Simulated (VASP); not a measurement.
# Zn (P6_3/mmc) in VASP: notebook

One crystal, Zn, is run at these levels: r2SCAN, r2SCAN+rVV10; tasks: relaxation of cell and atoms.

Everything below comes from runs of VASP 6.6.1. Logs are shortened: lines on timing, memory, paths and dates and some standing lists are left out, and cuts for length are marked.

### 1 The crystal as given

Symmetry: P6_3/mmc, No. 194, hexagonal system. The conventional cell has a = 2.614 Å, b = 2.614 Å, c = 4.873 Å, α = 90.00°, β = 90.00°, γ = 120.00°. Around Zn (site symmetry -6m2) lie 12 Zn at 2.61 to 2.87 Å.

### 2 Relaxation of cell and atoms, r2SCAN

Contents of INCAR:

```
SYSTEM = Zn
ALGO = Normal
EDIFF = 1E-7
EDIFFG = -0.005
ENCUT = 600
IBRION = 2
ISIF = 3
ISMEAR = 0
LASPH = .TRUE.
LCHARG = .FALSE.
LMIXTAU = .TRUE.
LREAL = .FALSE.
LWAVE = .FALSE.
METAGGA = R2SCAN
NELM = 60
NSW = 90
PREC = Accurate
SIGMA = 0.1
```

Contents of KPOINTS:

```
k-points
0
G
  18 18 10
  0 0 0
```

Contents of POSCAR:

```
Zn
1.0
    2.6143598000      0.0000000000      0.0000000000
   -1.3071799000      2.2641020000      0.0000000000
    0.0000000000      0.0000000000      4.8731610200
Zn
2
Direct
    0.3333333300      0.6666666700      0.2500000000
    0.6666666700      0.3333333300      0.7500000000
```

Potentials or basis: VASP PAW PBE potentials, release 64 (Zn).

Command:

```console
$ cat potpaw_PBE.64/Zn/POTCAR > POTCAR
$ mpirun -np 1 vasp_std > vasp.out
```

OUTCAR:

```text
SYSTEM = Zn
   EDIFF = 1E-7
   EDIFFG = -0.005
   ENCUT = 600
   IBRION = 2
   ISIF = 3
   ISMEAR = 0
   LASPH = .TRUE.
   LREAL = .FALSE.
   METAGGA = R2SCAN
   NELM = 60
   NSW = 90
   PREC = Accurate

 ion  position               nearest neighbor table
   1  0.333  0.667  0.250-   2 2.87   2 2.87   2 2.87   2 2.87   2 2.87   2 2.87
   2  0.667  0.333  0.750-   1 2.87   1 2.87   1 2.87   1 2.87   1 2.87   1 2.87

  LATTYP: Found a hexagonal cell.
 ALAT       =     2.6143598000
 C/A-ratio  =     1.8639978399

  Lattice vectors:

 A1 = (   2.6143598000,   0.0000000000,   0.0000000000)
 A2 = (  -1.3071799000,   2.2641020000,   0.0000000000)
 A3 = (   0.0000000000,   0.0000000000,   4.8731610200)

Analysis of symmetry for initial positions (statically):
=====================================================================
 Subroutine PRICEL returns:
 Original cell was already a primitive cell.

 Routine SETGRP: Setting up the symmetry group for a
 hexagonal supercell.

 Subroutine GETGRP returns: Found 24 space group operations
 (whereof 12 operations were pure point group operations)
 out of a pool of 24 trial point group operations.

The static configuration has the point symmetry D_3d.
 The point group associated with its full space group is D_6h.

Analysis of symmetry for dynamics (positions and initial velocities):
=====================================================================
 Subroutine PRICEL returns:
 Original cell was already a primitive cell.

 Routine SETGRP: Setting up the symmetry group for a
 hexagonal supercell.

 Subroutine GETGRP returns: Found 24 space group operations
 (whereof 12 operations were pure point group operations)
 out of a pool of 24 trial point group operations.

The dynamic configuration has the point symmetry D_3d.
 The point group associated with its full space group is D_6h.

 Subroutine INISYM returns: Found 24 space group operations
 (whereof 12 operations are pure point group operations),
 and found     1 'primitive' translations

----------------------------------------------------------------------------------------

                                     Primitive cell

  volume of cell :      28.8451

  direct lattice vectors                    reciprocal lattice vectors
     2.614359800  0.000000000  0.000000000     0.382502822  0.220838107  0.000000000
    -1.307179900  2.264102000  0.000000000     0.000000000  0.441676214  0.000000000
     0.000000000  0.000000000  4.873161020     0.000000000  0.000000000  0.205205614

  length of vectors
     2.614359800  2.614359799  4.873161020     0.441676214  0.441676214  0.205205614

  position of ions in fractional coordinates (direct lattice)
     0.333333330  0.666666670  0.250000000
     0.666666670  0.333333330  0.750000000

  ion indices of the primitive-cell ions
   primitive index   ion index
                 1           1
                 2           2

----------------------------------------------------------------------------------------

 KPOINTS: k-points

Automatic generation of k-mesh.
 Grid dimensions read from file:
 generate k-points for:   18   18   10

 Generating k-lattice:

  Cartesian coordinates                     Fractional coordinates (reciprocal lattice)
     0.021250157  0.012268784  0.000000000     0.055555556  0.000000000  0.000000000
     0.000000000  0.024537567  0.000000000     0.000000000  0.055555556  0.000000000
     0.000000000  0.000000000  0.020520561     0.000000000  0.000000000  0.100000000

  Length of vectors
     0.024537567  0.024537567  0.020520561

  Shift w.r.t. Gamma in fractional coordinates (k-lattice)
     0.000000000  0.000000000  0.000000000

 Subroutine IBZKPT returns following result:
 ===========================================

 Found    222 irreducible k-points:

 Following reciprocal coordinates:
            Coordinates               Weight
  0.000000  0.000000  0.000000      1.000000
  0.055556 -0.000000  0.000000      6.000000
  0.111111 -0.000000  0.000000      6.000000
  0.166667  0.000000  0.000000      6.000000
  0.222222  0.000000  0.000000      6.000000
  0.277778  0.000000  0.000000      6.000000
[... 16 lines left out ...]
  0.333333  0.111111  0.000000     12.000000
  0.388889  0.111111  0.000000     12.000000
 [... further k-points ...]
   k-points           NKPTS =    222   k-points in BZ     NKDIM =    222   number of bands    NBANDS=     16
   number of dos      NEDOS =    301   number of ions     NIONS =      2
   total plane-waves  NPLWV =  23040
   dimension x,y,z NGX =    24 NGY =   24 NGZ =   40
   dimension x,y,z NGXF=    48 NGYF=   48 NGZF=   80
   ions per type =               2
   NGX,Y,Z   is equivalent  to a cutoff of  15.26, 15.26, 13.65 a.u.
   NGXF,Y,Z  is equivalent  to a cutoff of  30.52, 30.52, 27.29 a.u.
 SYSTEM =  Zn
   PREC   = accura    normal or accurate (medium, high low for compatibility)
   ISTART =      0    job   : 0-new  1-cont  2-samecut
   ICHARG =      2    charge: 1-file 2-atom 10-const
   ISPIN  =      1    spin polarized calculation?
   LNONCOLLINEAR =      F non collinear calculations
   LSORBIT =      F    spin-orbit coupling
   LASPH  =      T    aspherical Exc in radial PAW
   ENCUT  =  600.0 eV  44.10 Ry    6.64 a.u.   5.22  5.22  9.73*2*pi/ulx,y,z
   NELM   =     60;   NELMIN=  2; NELMDL= -5     # of ELM steps
   EDIFF  = 0.1E-06   stopping-criterion for ELM
   LREAL  =      F    real-space projection
   EDIFFG = -.5E-02   stopping-criterion for IOM
   NSW    =     90    number of steps for IOM
   IBRION =      2    ionic relax: 0-MD 1-quasi-New 2-CG
   NFREE  =      1    steps in history (QN), initial steepest desc. (CG)
   ISIF   =      3    stress and relaxation
   ISYM   =      2    0-nonsym 1-usesym 2-fastsym
   POTIM  = 0.5000    time-step for ionic-motion
   TEBEG  =    0.0;   TEEND  =   0.0 temperature during run
   PSTRESS=    0.0 pullay stress
   NELECT =      24.0000    total number of electrons
   NUPDOWN=      -1.0000    fix difference up-down
   EMIN   =  10.00;   EMAX   =-10.00  energy-range for DOS
   EFERMI =   0.00;   METHOD = LEGACY
   ISMEAR =     0;   SIGMA  =   0.10  broadening in eV -4-tet -1-fermi 0-gaus
   EFERMI_NEDOS =   21; number of points for ismear=-14 and -15
   IALGO  =     38    algorithm
   IMIX   =      4    mixing-type and parameters
     AMIX     =   0.40;   BMIX     =  1.00
     AMIX_MAG =   1.60;   BMIX_MAG =  1.00
  volume/ion in A,a.u.               =      14.42        97.33
  Fermi-wavevector in a.u.,A,eV,Ry     =   1.539765  2.909735 32.257744  2.370877
  Thomas-Fermi vector in A             =   2.645947
   LORBIT       =      0    0 simple, 1 ext, 2 COOP (PROOUT), +10 PAW based schemes
   METAGGA = R2SCAN    functional components
   LHFCALC =     F    Hartree Fock is set to
   AEXX    =    0.0000 exact exchange contribution
   IVDW    =     0    specifies the selected vdW correction
   LEPSILON=     F    determine dielectric tensor
   LRPA    =     F    only Hartree local field effects (RPA)
 conjugate gradient relaxation of ions
 non-spin polarized calculation
 Gauss-broadening in eV      SIGMA  =   0.10
  energy-cutoff  :      600.00
  volume of cell :       28.85
 maximum number of plane-waves:       980
 NGX is ok and might be reduce to    24

--------------------------------------- Ionic step        1  -------------------------------------------

 number of electron      24.0000002 magnetization

 Free energy of the ion-electron system (eV)
  ---------------------------------------------------
  ext. energy  EPLUGINS =         0.00000000
  ---------------------------------------------------
  free energy    TOTEN  =       -17.80435716 eV

  energy without entropy =      -17.80364657  energy(sigma->0) =      -17.80400186

------------------------ aborting loop because EDIFF is reached ----------------------------------------

  FORCE on cell =-STRESS in cart. coord.  units (eV):
  Direction    XX          YY          ZZ          XY          YZ          ZX
  --------------------------------------------------------------------------------------
  -------------------------------------------------------------------------------------
  Total       -0.1191835     -0.1191835      0.2644188      0.0000000      0.0000000      0.0000000
  in kB       -6.6199482     -6.6199482     14.6869236      0.0000000      0.0000000      0.0000000
  external PRESSURE =       0.4823424 kB  Pullay stress =       0.0000000 kB
[... 273 lines left out ...]
  energy  without entropy=      -17.8065236491  energy(sigma->0) =      -17.80716189

--------------------------------------- Ionic step        9  -------------------------------------------

 number of electron      24.0000031 magnetization

 Free energy of the ion-electron system (eV)
  ---------------------------------------------------
  ext. energy  EPLUGINS =         0.00000000
  ---------------------------------------------------
  free energy    TOTEN  =       -17.80780915 eV

  energy without entropy =      -17.80651666  energy(sigma->0) =      -17.80716290

 E-fermi :   3.2441     XC(G=0): -12.8630

 val. band max:        3.2405319660   @ k =   0.2778   0.2778   0.3000
 cond. band min:       3.2864418464   @ k =   0.3333   0.2778   0.5000
 fundamental gap:      0.0459098804
 Fermi energy:         3.2441053213

 k-point     1 :       0.0000    0.0000    0.0000
  band No.  band energies     occupation
      1      -7.9382      2.00000
      2      -5.9796      2.00000
      3      -5.1458      2.00000
      4      -4.8459      2.00000
      5      -4.8457      2.00000
      6      -4.7987      2.00000
[... 8 lines left out ...]
     15      20.6835      0.00000
     16      23.0371      0.00000
[... 420 lines left out ...]
  band No.  band energies     occupation
      1      -5.5815      2.00000
      2      -5.4821      2.00000
      3      -5.3476      2.00000
      4      -4.8806      2.00000
      5      -4.6836      2.00000
      6      -4.6789      2.00000
[... 8 lines left out ...]
     15       9.1764      0.00000
     16      10.5889      0.00000

 [... further k-points ...]

------------------------ aborting loop because EDIFF is reached ----------------------------------------

  FORCE on cell =-STRESS in cart. coord.  units (eV):
  Direction    XX          YY          ZZ          XY          YZ          ZX
  --------------------------------------------------------------------------------------
  -------------------------------------------------------------------------------------
  Total       -0.0038572     -0.0038572      0.0030171     -0.0000000      0.0000000      0.0000000
  in kB       -0.2117363     -0.2117363      0.1656204     -0.0000000      0.0000000      0.0000000
  external PRESSURE =      -0.0859507 kB  Pullay stress =       0.0000000 kB
[... 17 lines left out ...]
  FREE ENERGIE OF THE ION-ELECTRON SYSTEM (eV)
  ---------------------------------------------------
  free  energy   TOTEN  =       -17.8078091468 eV

  energy  without entropy=      -17.8065166624  energy(sigma->0) =      -17.80716290

 reached required accuracy - stopping structural energy minimisation
```

Wall time 44 min (1 thread of AMD EPYC 9R45 (Zen 5), shared host); peak memory 0.22 GiB.

Results:

- Free energy: -17.8078 eV
- Relaxed volume: 14.59 Å³/atom
- Relaxed cell: a = 2.599 Å, b = 2.599 Å, c = 4.989 Å, α = 90.00°, β = 90.00°, γ = 120.00°
- Space group after relaxing (to 0.05 Å): P6_3/mmc (No. 194)
- Energy gained by relaxing: 1.7 meV/atom
- Ionic steps: 9
- Pressure after relaxing: 0.0 GPa
- Band gap on the k mesh: none (metal or under the smearing width)

Step by step:
| step | energy change (eV) | largest force (eV/Å) | pressure (GPa) | volume (Å³) |
| --- | --- | --- | --- | --- |
| 1 | 0.0000 | 0.0000 | 0.05 | 28.85 |
| 2 | -0.0019 | 0.0000 | 0.27 | 28.86 |
| 3 | -0.0028 | 0.0000 | 0.49 | 28.88 |
| 4 | -0.0027 | 0.0000 | 1.02 | 28.90 |
| 5 | -0.0031 | 0.0000 | 0.71 | 28.89 |
| 6 | -0.0033 | 0.0000 | -0.20 | 29.25 |
| 7 | -0.0035 | 0.0000 | 0.20 | 29.09 |
| 8 | -0.0034 | 0.0000 | -0.03 | 29.18 |
| 9 | -0.0035 | 0.0000 | -0.01 | 29.19 |

Final structure:
```yaml
crystal:
  lattice:
    - [2.59919, 0.00000, 0.00000]
    - [-1.29959, 2.25096, 0.00000]
    - [0.00000, 0.00000, 4.98862]
  atoms:
    - { symbol: Zn, position: [0.33333, 0.66667, 0.25000] }
    - { symbol: Zn, position: [0.66667, 0.33333, 0.75000] }
```

Caveat: the PAW data sets were made with another functional, which shifts forces and pressure a little.

### 3 Relaxation of cell and atoms, r2SCAN+rVV10

Edit INCAR of step 2 so:

```diff
@@ -2,2 +2,4 @@
 ALGO = Normal
+BPARAM = 11.95
+CPARAM = 0.0093
 EDIFF = 1E-7
@@ -8,2 +10,3 @@
 ISMEAR = 0
+IVDW_NL = 2
 LASPH = .TRUE.
@@ -12,2 +15,3 @@
 LREAL = .FALSE.
+LUSE_VDW = .TRUE.
 LWAVE = .FALSE.
```

KPOINTS is that of step 2.

POSCAR is that of step 2.

Potentials or basis: VASP PAW PBE potentials, release 64 (Zn).

Command:

```console
$ cat potpaw_PBE.64/Zn/POTCAR > POTCAR
$ mpirun -np 1 vasp_std > vasp.out
```

It took 35 min on 1 thread of AMD EPYC 9R45 (Zen 5), shared host; peak memory 0.32 GiB.

Results (log left out):

```
Free energy                            : -17.1328 eV
Relaxed volume                         : 14.32 Å³/atom
Relaxed cell                           : a = 2.594 Å, b = 2.594 Å, c = 4.916 Å, α = 90.00°, β = 90.00°, γ = 120.00°
Space group after relaxing (to 0.05 Å) : P6_3/mmc (No. 194)
Energy gained by relaxing              : 1.6 meV/atom
Ionic steps                            : 7
Pressure after relaxing                : 0.0 GPa
Band gap on the k mesh                 : none (metal or under the smearing width)
```

Step by step:
| step | energy change (eV) | largest force (eV/Å) | pressure (GPa) | volume (Å³) |
| --- | --- | --- | --- | --- |
| 1 | 0.0000 | 0.0000 | -1.18 | 28.85 |
| 2 | -0.0028 | 0.0000 | 0.55 | 28.40 |
| 3 | -0.0028 | 0.0000 | 0.34 | 28.45 |
| 4 | -0.0028 | 0.0000 | 0.25 | 28.47 |
| 5 | -0.0030 | 0.0000 | 0.15 | 28.53 |
| 6 | -0.0031 | 0.0000 | 0.02 | 28.63 |
| 7 | -0.0031 | 0.0000 | 0.00 | 28.65 |

Final structure:
```
Zn
1.0
     2.59379    0.00000    0.00000
    -1.29690    2.24629    0.00000
     0.00000    0.00000    4.91643
Zn
2
Direct
  0.33333 0.66667 0.25000
  0.66667 0.33333 0.75000
```

Levels at points of the mesh, in eV from the Fermi level:
```tsv
k point	band 10	band 11	band 12	band 13	band 14	band 15
(0.00, 0.00, 0.00)	-7.47	-7.47	-4.21	-3.32	14.19	17.97
(0.50, 0.00, 0.00)	-7.22	-3.12	-2.16	2.85	3.84	4.72
(0.00, 0.00, 0.50)	-7.55	-7.55	-7.55	4.62	4.62	21.18
(0.50, 0.00, 0.50)	-7.23	-2.16	-2.16	0.49	0.49	10.90
```

Caveat: the PAW data sets were made with another functional, which shifts forces and pressure a little.
